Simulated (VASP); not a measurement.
# BAs (F-43m) in VASP: notebook

The runs below take BAs through single point, with PBE.

All numbers are computed with VASP 6.6.1; they aren't measurements. Logs are shortened: lines on timing, memory, paths and dates and some standing lists are left out, and cuts for length are marked.

## (1) Starting point

It takes space group F-43m (No. 216, cubic). The conventional cell has a = 4.777 Å, b = 4.777 Å, c = 4.777 Å, α = 90.00°, β = 90.00°, γ = 90.00°. As (site symmetry -43m) has 4 B at 2.07 Å as nearest neighbours. B (site symmetry -43m) is surrounded by 4 As at 2.07 Å.

## (2) Single point, PBE, spin-orbit coupling, no magnetisation

INCAR reads:

```
SYSTEM = BAs
ALGO = Normal
EDIFF = 1E-7
ENCUT = 460
GGA = PE
GGA_COMPAT = .False.
ISIF = 2
ISMEAR = 0
LASPH = .True.
LCHARG = .False.
LORBIT = 11
LREAL = .False.
LSORBIT = .True.
LWAVE = .False.
MAGMOM = 0 0 0 0 0 0
NBANDS = 24
NELM = 100
PREC = Accurate
SIGMA = 0.02
```

KPOINTS reads:

```
k-points
0
Gamma
  6 6 6
  0 0 0
```

POSCAR reads:

```
BAs
1.0
    0.0000000000      2.3885000000      2.3885000000
    2.3885000000      0.0000000000      2.3885000000
    2.3885000000      2.3885000000      0.0000000000
As B
1 1
Direct
    0.7500000000      0.7500000000      0.7500000000
    0.0000000000      0.0000000000      0.0000000000
```

Potentials or basis: VASP PAW PBE potentials, release 64 (As, B).

Run with:

```sh
$ cat potpaw_PBE.64/As/POTCAR potpaw_PBE.64/B/POTCAR > POTCAR
$ mpirun -np 1 vasp_ncl > vasp.out
```

OUTCAR:

```text
SYSTEM = BAs
   EDIFF = 1E-7
   ENCUT = 460
   GGA = PE
   ISIF = 2
   ISMEAR = 0
   LASPH = .True.
   LORBIT = 11
   LREAL = .False.
   LSORBIT = .True.
   NELM = 100
   PREC = Accurate

 Found     22 irreducible k-points:

 Following reciprocal coordinates:
            Coordinates               Weight
  0.000000  0.000000  0.000000      1.000000
  0.166667  0.000000  0.000000      4.000000
 -0.166667  0.000000  0.000000      4.000000
  0.333333  0.000000  0.000000      4.000000
 -0.333333  0.000000  0.000000      4.000000
  0.500000  0.000000  0.000000      4.000000
   k-points           NKPTS =     22   k-points in BZ     NKDIM =     22   number of bands    NBANDS=     24
   number of dos      NEDOS =    301   number of ions     NIONS =      2
   total plane-waves  NPLWV =  13824
   dimension x,y,z NGX =    24 NGY =   24 NGZ =   24
   dimension x,y,z NGXF=    48 NGYF=   48 NGZF=   48
   ions per type =               1   1
   NGX,Y,Z   is equivalent  to a cutoff of  11.81, 11.81, 11.81 a.u.
   NGXF,Y,Z  is equivalent  to a cutoff of  23.62, 23.62, 23.62 a.u.
 SYSTEM =  BAs
   PREC   = accura    normal or accurate (medium, high low for compatibility)
   ISTART =      0    job   : 0-new  1-cont  2-samecut
   ICHARG =      2    charge: 1-file 2-atom 10-const
   ISPIN  =      1    spin polarized calculation?
   LNONCOLLINEAR =      T non collinear calculations
   LSORBIT =      T    spin-orbit coupling
   LASPH  =      T    aspherical Exc in radial PAW
   ENCUT  =  460.0 eV  33.81 Ry    5.81 a.u.   5.91  5.91  5.91*2*pi/ulx,y,z
   NELM   =    100;   NELMIN=  2; NELMDL= -5     # of ELM steps
   EDIFF  = 0.1E-06   stopping-criterion for ELM
   LREAL  =      F    real-space projection
   EDIFFG = 0.1E-05   stopping-criterion for IOM
   NSW    =      0    number of steps for IOM
   IBRION =     -1    ionic relax: 0-MD 1-quasi-New 2-CG
   NFREE  =      0    steps in history (QN), initial steepest desc. (CG)
   ISIF   =      2    stress and relaxation
   ISYM   =      2    0-nonsym 1-usesym 2-fastsym
   POTIM  = 0.5000    time-step for ionic-motion
   TEBEG  =    0.0;   TEEND  =   0.0 temperature during run
   PSTRESS=    0.0 pullay stress
   NELECT =       8.0000    total number of electrons
   NUPDOWN=      -1.0000    fix difference up-down
   EMIN   =  10.00;   EMAX   =-10.00  energy-range for DOS
   EFERMI =   0.00;   METHOD = LEGACY
   ISMEAR =     0;   SIGMA  =   0.02  broadening in eV -4-tet -1-fermi 0-gaus
   EFERMI_NEDOS =   21; number of points for ismear=-14 and -15
   IALGO  =     38    algorithm
   IMIX   =      4    mixing-type and parameters
     AMIX     =   0.40;   BMIX     =  1.00
     AMIX_MAG =   1.60;   BMIX_MAG =  1.00
  volume/ion in A,a.u.               =      13.63        91.95
  Fermi-wavevector in a.u.,A,eV,Ry     =   1.088018  2.056057 16.106360  1.183784
  Thomas-Fermi vector in A             =   2.224191
[... 189 lines left out ...]
  energy-cutoff  :      460.00
  volume of cell :       27.25
      direct lattice vectors                 reciprocal lattice vectors
     0.000000000  2.388500000  2.388500000    -0.209336404  0.209336404  0.209336404
     2.388500000  0.000000000  2.388500000     0.209336404 -0.209336404  0.209336404
     2.388500000  2.388500000  0.000000000     0.209336404  0.209336404 -0.209336404

 POSITION                                       TOTAL-FORCE (eV/Angst)
 -----------------------------------------------------------------------------------
      3.58275      3.58275      3.58275         0.000000      0.000000      0.000000
      0.00000      0.00000      0.00000        -0.000000     -0.000000     -0.000000
 -----------------------------------------------------------------------------------
    total drift:                               -0.000000     -0.000000     -0.000000

  FREE ENERGIE OF THE ION-ELECTRON SYSTEM (eV)
  ---------------------------------------------------
  free  energy   TOTEN  =       -11.3976539615 eV

  energy  without entropy=      -11.3976539615  energy(sigma->0) =      -11.39765396

 Spin-Orbit-Coupling matrix elements

 Ion:    1  E_soc:     -0.0213192
 l=   1
     0.0000000    -0.0035264    -0.0035264
    -0.0035264     0.0000000    -0.0035264
    -0.0035264    -0.0035264     0.0000000
 l=   2
     0.0000000    -0.0000137     0.0000000    -0.0000137    -0.0000131
    -0.0000137     0.0000000    -0.0000098    -0.0000137    -0.0000033
     0.0000000    -0.0000098     0.0000000    -0.0000098     0.0000000
    -0.0000137    -0.0000137    -0.0000098     0.0000000    -0.0000033
    -0.0000131    -0.0000033     0.0000000    -0.0000033     0.0000000
 l=   3
     0.0000000     0.0000000     0.0000000     0.0000000     0.0000000     0.0000000     0.0000000
     0.0000000     0.0000000     0.0000000     0.0000000     0.0000000     0.0000000     0.0000000
     0.0000000     0.0000000     0.0000000     0.0000000     0.0000000     0.0000000     0.0000000
     0.0000000     0.0000000     0.0000000     0.0000000     0.0000000     0.0000000     0.0000000
     0.0000000     0.0000000     0.0000000     0.0000000     0.0000000     0.0000000     0.0000000
     0.0000000     0.0000000     0.0000000     0.0000000     0.0000000     0.0000000     0.0000000
     0.0000000     0.0000000     0.0000000     0.0000000     0.0000000     0.0000000     0.0000000

 Ion:    2  E_soc:     -0.0000082
 l=   1
     0.0000000    -0.0000014    -0.0000014
    -0.0000014     0.0000000    -0.0000014
    -0.0000014    -0.0000014     0.0000000
 l=   2
     0.0000000     0.0000000     0.0000000     0.0000000     0.0000000
     0.0000000     0.0000000     0.0000000     0.0000000     0.0000000
     0.0000000     0.0000000     0.0000000     0.0000000     0.0000000
     0.0000000     0.0000000     0.0000000     0.0000000     0.0000000
     0.0000000     0.0000000     0.0000000     0.0000000     0.0000000
 l=   3
     0.0000000     0.0000000     0.0000000     0.0000000     0.0000000     0.0000000     0.0000000
     0.0000000     0.0000000     0.0000000     0.0000000     0.0000000     0.0000000     0.0000000
     0.0000000     0.0000000     0.0000000     0.0000000     0.0000000     0.0000000     0.0000000
     0.0000000     0.0000000     0.0000000     0.0000000     0.0000000     0.0000000     0.0000000
     0.0000000     0.0000000     0.0000000     0.0000000     0.0000000     0.0000000     0.0000000
     0.0000000     0.0000000     0.0000000     0.0000000     0.0000000     0.0000000     0.0000000
     0.0000000     0.0000000     0.0000000     0.0000000     0.0000000     0.0000000     0.0000000

 total charge

# of ion       s       p       d       tot
------------------------------------------
    1        1.171   1.666   0.088   2.925
    2        0.657   1.183   0.000   1.840
--------------------------------------------------
tot          1.828   2.849   0.088   4.765

 magnetization (x)

# of ion       s       p       d       tot
------------------------------------------
    1       -0.000   0.000   0.000   0.000
    2       -0.000  -0.000   0.000  -0.000
--------------------------------------------------
tot         -0.000  -0.000   0.000  -0.000

 magnetization (y)

# of ion       s       p       d       tot
------------------------------------------
    1       -0.000   0.000   0.000  -0.000
    2        0.000   0.000   0.000   0.000
--------------------------------------------------
tot         -0.000   0.000   0.000  -0.000

 magnetization (z)

# of ion       s       p       d       tot
------------------------------------------
    1       -0.000   0.000   0.000   0.000
    2        0.000  -0.000   0.000   0.000
--------------------------------------------------
tot          0.000  -0.000   0.000   0.000
```

OSZICAR:

```text
N       E                     dE             d eps       ncg     rms          rms(c)
DAV:   1     0.150761521276E+02    0.15076E+02   -0.29412E+03  1056   0.537E+02
DAV:   2    -0.109871856040E+02   -0.26063E+02   -0.23898E+02  1392   0.112E+02
DAV:   3    -0.120378247187E+02   -0.10506E+01   -0.10386E+01  1344   0.190E+01
DAV:   4    -0.120411572428E+02   -0.33325E-02   -0.33323E-02  1136   0.123E+00
DAV:   5    -0.120411621552E+02   -0.49124E-05   -0.49124E-05  1296   0.516E-02    0.494E+00
DAV:   6    -0.114622876557E+02    0.57887E+00   -0.29999E-01  1136   0.468E+00    0.238E+00
DAV:   7    -0.114042041439E+02    0.58084E-01   -0.12407E-01  1224   0.221E+00    0.992E-01
DAV:   8    -0.113973675880E+02    0.68366E-02   -0.13744E-02  1128   0.787E-01    0.115E-01
DAV:   9    -0.113974786940E+02   -0.11111E-03   -0.73230E-04  1240   0.203E-01    0.687E-02
DAV:  10    -0.113976332462E+02   -0.15455E-03   -0.15083E-04  1152   0.750E-02    0.421E-02
DAV:  11    -0.113976538664E+02   -0.20620E-04   -0.14974E-05  1256   0.273E-02    0.142E-02
DAV:  12    -0.113976539615E+02   -0.95105E-07   -0.46593E-07  1184   0.463E-03
   1 F= -.11397654E+02 E0= -.11397654E+02  d E =-.263035E-29  mag=    -0.0000    -0.0000    -0.0000
```

Wall time 9.4 s (1 thread of Intel Xeon 6975P-C (Granite Rapids), shared host); peak memory 0.2 GiB.

These settings aren't checked as converged: the numbers below hold their error.

Results:

```
Free energy                                           : -11.3977 eV
Pressure                                              : 3.5 GPa
Valence electrons inside the program's atomic spheres : As 2.92; B 1.84
```

Caveat: the k mesh is coarse (spacing up to 0.38 Å⁻¹), so the values aren't converged.

## (3) Single point, PBE, spin-orbit coupling, no magnetisation

INCAR, as its differences from that of step 2:

```diff
@@ -3,3 +3,3 @@
 EDIFF = 1E-7
-ENCUT = 460
+ENCUT = 280
 GGA = PE
```

KPOINTS reads:

```
k-points
0
Gamma
  8 8 8
  0 0 0
```

POSCAR is that of step 2.

Potentials or basis: VASP PAW PBE potentials, release 64 (As, B).

Run with:

```sh
$ cat potpaw_PBE.64/As/POTCAR potpaw_PBE.64/B/POTCAR > POTCAR
$ mpirun -np 1 vasp_ncl > vasp.out
```

OUTCAR:

```text
SYSTEM = BAs
   EDIFF = 1E-7
   ENCUT = 280
   GGA = PE
   ISIF = 2
   ISMEAR = 0
   LASPH = .True.
   LORBIT = 11
   LREAL = .False.
   LSORBIT = .True.
   NELM = 100
   PREC = Accurate

 Found     43 irreducible k-points:

 Following reciprocal coordinates:
            Coordinates               Weight
  0.000000  0.000000  0.000000      1.000000
  0.125000  0.000000  0.000000      4.000000
 -0.125000  0.000000  0.000000      4.000000
  0.250000  0.000000  0.000000      4.000000
 -0.250000  0.000000  0.000000      4.000000
  0.375000  0.000000  0.000000      4.000000
   k-points           NKPTS =     43   k-points in BZ     NKDIM =     43   number of bands    NBANDS=     24
   number of dos      NEDOS =    301   number of ions     NIONS =      2
   total plane-waves  NPLWV =   5832
   dimension x,y,z NGX =    18 NGY =   18 NGZ =   18
   dimension x,y,z NGXF=    36 NGYF=   36 NGZF=   36
   ions per type =               1   1
   NGX,Y,Z   is equivalent  to a cutoff of   8.86,  8.86,  8.86 a.u.
   NGXF,Y,Z  is equivalent  to a cutoff of  17.72, 17.72, 17.72 a.u.
 SYSTEM =  BAs
   PREC   = accura    normal or accurate (medium, high low for compatibility)
   ISTART =      0    job   : 0-new  1-cont  2-samecut
   ICHARG =      2    charge: 1-file 2-atom 10-const
   ISPIN  =      1    spin polarized calculation?
   LNONCOLLINEAR =      T non collinear calculations
   LSORBIT =      T    spin-orbit coupling
   LASPH  =      T    aspherical Exc in radial PAW
   ENCUT  =  280.0 eV  20.58 Ry    4.54 a.u.   4.61  4.61  4.61*2*pi/ulx,y,z
   NELM   =    100;   NELMIN=  2; NELMDL= -5     # of ELM steps
   EDIFF  = 0.1E-06   stopping-criterion for ELM
   LREAL  =      F    real-space projection
   EDIFFG = 0.1E-05   stopping-criterion for IOM
   NSW    =      0    number of steps for IOM
   IBRION =     -1    ionic relax: 0-MD 1-quasi-New 2-CG
   NFREE  =      0    steps in history (QN), initial steepest desc. (CG)
   ISIF   =      2    stress and relaxation
   ISYM   =      2    0-nonsym 1-usesym 2-fastsym
   POTIM  = 0.5000    time-step for ionic-motion
   TEBEG  =    0.0;   TEEND  =   0.0 temperature during run
   PSTRESS=    0.0 pullay stress
   NELECT =       8.0000    total number of electrons
   NUPDOWN=      -1.0000    fix difference up-down
   EMIN   =  10.00;   EMAX   =-10.00  energy-range for DOS
   EFERMI =   0.00;   METHOD = LEGACY
   ISMEAR =     0;   SIGMA  =   0.02  broadening in eV -4-tet -1-fermi 0-gaus
   EFERMI_NEDOS =   21; number of points for ismear=-14 and -15
   IALGO  =     38    algorithm
   IMIX   =      4    mixing-type and parameters
     AMIX     =   0.40;   BMIX     =  1.00
     AMIX_MAG =   1.60;   BMIX_MAG =  1.00
  volume/ion in A,a.u.               =      13.63        91.95
  Fermi-wavevector in a.u.,A,eV,Ry     =   1.088018  2.056057 16.106360  1.183784
  Thomas-Fermi vector in A             =   2.224191
   LORBIT       =     11    0 simple, 1 ext, 2 COOP (PROOUT), +10 PAW based schemes
   GGA     = PE    functional components
   LHFCALC =     F    Hartree Fock is set to
   AEXX    =    0.0000 exact exchange contribution
   IVDW    =     0    specifies the selected vdW correction
   LEPSILON=     F    determine dielectric tensor
   LRPA    =     F    only Hartree local field effects (RPA)
 Gauss-broadening in eV      SIGMA  =   0.02
  energy-cutoff  :      280.00
  volume of cell :       27.25
 maximum number of plane-waves:       606
   NGX =  9   NGY =  9   NGZ =  9

 number of electron       8.0000004 magnetization       0.0000000      0.0000000      0.0000000

 number of electron       8.0000004 magnetization      -0.0000000     -0.0000000     -0.0000000

 number of electron       8.0000004 magnetization       0.0000000     -0.0000000      0.0000000

 number of electron       8.0000004 magnetization      -0.0000000      0.0000000     -0.0000000
[... 18 lines left out ...]
  band No.  band energies     occupation
      1      -9.2743      1.00000
      2      -9.2743      1.00000
      3       5.9972      1.00000
      4       5.9972      1.00000
      5       6.2019      1.00000
      6       6.2019      1.00000
[... 127 lines left out ...]
     19      18.7922      0.00000
     20      18.7922      0.00000

 [... further k-points ...]

 [bands above 20 left out]

------------------------ aborting loop because EDIFF is reached ----------------------------------------

  FORCE on cell =-STRESS in cart. coord.  units (eV):
  Direction    XX          YY          ZZ          XY          YZ          ZX
  --------------------------------------------------------------------------------------
  -------------------------------------------------------------------------------------
  Total        0.3941373      0.3941373      0.3941373      0.0000000      0.0000000     -0.0000000
  in kB       23.1714051     23.1714051     23.1714051      0.0000000      0.0000000     -0.0000000
  external PRESSURE =      23.1714051 kB  Pullay stress =       0.0000000 kB

 VOLUME and BASIS-vectors are now :
 -----------------------------------------------------------------------------
  energy-cutoff  :      280.00
  volume of cell :       27.25
      direct lattice vectors                 reciprocal lattice vectors
     0.000000000  2.388500000  2.388500000    -0.209336404  0.209336404  0.209336404
     2.388500000  0.000000000  2.388500000     0.209336404 -0.209336404  0.209336404
     2.388500000  2.388500000  0.000000000     0.209336404  0.209336404 -0.209336404

 POSITION                                       TOTAL-FORCE (eV/Angst)
 -----------------------------------------------------------------------------------
      3.58275      3.58275      3.58275        -0.000000     -0.000000     -0.000000
      0.00000      0.00000      0.00000         0.000000      0.000000      0.000000
 -----------------------------------------------------------------------------------
    total drift:                               -0.000001     -0.000001     -0.000001

  FREE ENERGIE OF THE ION-ELECTRON SYSTEM (eV)
  ---------------------------------------------------
  free  energy   TOTEN  =       -11.3918385000 eV

  energy  without entropy=      -11.3918385000  energy(sigma->0) =      -11.39183850

 Spin-Orbit-Coupling matrix elements

 Ion:    1  E_soc:     -0.0210344
 l=   1
     0.0000000    -0.0034798    -0.0034798
    -0.0034798     0.0000000    -0.0034798
    -0.0034798    -0.0034798     0.0000000
 l=   2
     0.0000000    -0.0000132     0.0000000    -0.0000132    -0.0000128
    -0.0000132     0.0000000    -0.0000096    -0.0000132    -0.0000032
     0.0000000    -0.0000096     0.0000000    -0.0000096     0.0000000
    -0.0000132    -0.0000132    -0.0000096     0.0000000    -0.0000032
    -0.0000128    -0.0000032     0.0000000    -0.0000032     0.0000000
 l=   3
     0.0000000     0.0000000     0.0000000     0.0000000     0.0000000     0.0000000     0.0000000
     0.0000000     0.0000000     0.0000000     0.0000000     0.0000000     0.0000000     0.0000000
     0.0000000     0.0000000     0.0000000     0.0000000     0.0000000     0.0000000     0.0000000
     0.0000000     0.0000000     0.0000000     0.0000000     0.0000000     0.0000000     0.0000000
     0.0000000     0.0000000     0.0000000     0.0000000     0.0000000     0.0000000     0.0000000
     0.0000000     0.0000000     0.0000000     0.0000000     0.0000000     0.0000000     0.0000000
     0.0000000     0.0000000     0.0000000     0.0000000     0.0000000     0.0000000     0.0000000

 Ion:    2  E_soc:     -0.0000092
 l=   1
     0.0000000    -0.0000015    -0.0000015
    -0.0000015     0.0000000    -0.0000015
    -0.0000015    -0.0000015     0.0000000
 l=   2
     0.0000000     0.0000000     0.0000000     0.0000000     0.0000000
     0.0000000     0.0000000     0.0000000     0.0000000     0.0000000
     0.0000000     0.0000000     0.0000000     0.0000000     0.0000000
     0.0000000     0.0000000     0.0000000     0.0000000     0.0000000
     0.0000000     0.0000000     0.0000000     0.0000000     0.0000000
 l=   3
     0.0000000     0.0000000     0.0000000     0.0000000     0.0000000     0.0000000     0.0000000
     0.0000000     0.0000000     0.0000000     0.0000000     0.0000000     0.0000000     0.0000000
     0.0000000     0.0000000     0.0000000     0.0000000     0.0000000     0.0000000     0.0000000
     0.0000000     0.0000000     0.0000000     0.0000000     0.0000000     0.0000000     0.0000000
     0.0000000     0.0000000     0.0000000     0.0000000     0.0000000     0.0000000     0.0000000
     0.0000000     0.0000000     0.0000000     0.0000000     0.0000000     0.0000000     0.0000000
     0.0000000     0.0000000     0.0000000     0.0000000     0.0000000     0.0000000     0.0000000

 total charge

# of ion       s       p       d       tot
------------------------------------------
    1        1.172   1.664   0.089   2.926
    2        0.666   1.197   0.000   1.862
--------------------------------------------------
tot          1.838   2.861   0.089   4.788

 magnetization (x)

# of ion       s       p       d       tot
------------------------------------------
    1        0.000  -0.000  -0.000  -0.000
    2        0.000  -0.000   0.000   0.000
--------------------------------------------------
tot          0.000  -0.000  -0.000  -0.000

 magnetization (y)

# of ion       s       p       d       tot
------------------------------------------
    1        0.000  -0.000   0.000  -0.000
    2        0.000   0.000   0.000   0.000
--------------------------------------------------
tot          0.000  -0.000   0.000  -0.000

 magnetization (z)

# of ion       s       p       d       tot
------------------------------------------
    1       -0.000   0.000   0.000   0.000
    2       -0.000   0.000   0.000   0.000
--------------------------------------------------
tot         -0.000   0.000   0.000   0.000
```

Wall time 12 s (1 thread of Intel Xeon 6975P-C (Granite Rapids), shared host); peak memory 0.15 GiB.

The run converged, but a check on its numbers failed (symmetry, net force, bounds or a known fault of this set-up), so they aren't taken as properties of the crystal.

Caveat: the cutoff lies under the usual one of these potentials, so the numbers hold a large basis-set error.

[end of part 1 of 2]
